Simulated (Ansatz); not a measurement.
**How an unstable AgCl structure lowers its energy**

These are results of DFT PBE, scalar-relativistic, plane waves, PAW in Ansatz, not measurements. Settings: cutoff 420 eV, Γ-centred meshes no coarser than 0.19 Å⁻¹ for metals and 0.3 Å⁻¹ for insulators (2π included), Gaussian smearing.

The start was the litharge type (P4/nmm, No. 129), relaxed within its symmetry. A cell of 8 atoms (2 times the primitive one) was then disturbed at random, relaxed without symmetry and relaxed once more on a fine mesh. No dispersion correction is applied, so the spacing between layers, chains or molecules is poorly fixed, and with it the volume and density.

Before:

Space group P4/nmm:1 (No. 129). a = 5.307 Å, b = 5.307 Å, c = 4.654 Å, α = 90.00°, β = 90.00°, γ = 90.00°
| atom | site | symmetry | x | y | z |
| --- | --- | --- | --- | --- | --- |
| Ag | 2c | 4mm | 0.0000 | 0.5000 | 0.9972 |
| Cl | 2a | -4m2 | 0.0000 | 0.0000 | 0.0000 |

After:

Space group P6_3/mmc (No. 194). a = 4.515 Å, b = 4.515 Å, c = 5.975 Å, α = 90.00°, β = 90.00°, γ = 120.00°
```tsv
atom	site	symmetry	x	y	z
Ag	2d	-6m2	0.3333	0.6667	0.7500
Cl	2c	-6m2	0.6667	0.3333	0.7500
```

Task: Is this a distortion of the same structure or a reconstruction, and what lowers the energy?

Result: A reconstruction, from P4/nmm (No. 129) to P6_3/mmc (No. 194). Each Ag has on average 5 Cl contacts in place of 4, longer on average (2.65 → 2.76 Å).

Task: What does it gain?

Result: 96 meV/atom, with the volume going from 32.77 to 26.37 Å³/atom. Against the elements the energy goes from -0.37 to -0.47 eV/atom.

This form isn't the usual stable structure of the compound.

Cost: 4 runs of about 5.5 core-minutes in all, on AMD EPYC 9R45 (Zen 5) (shared hosts).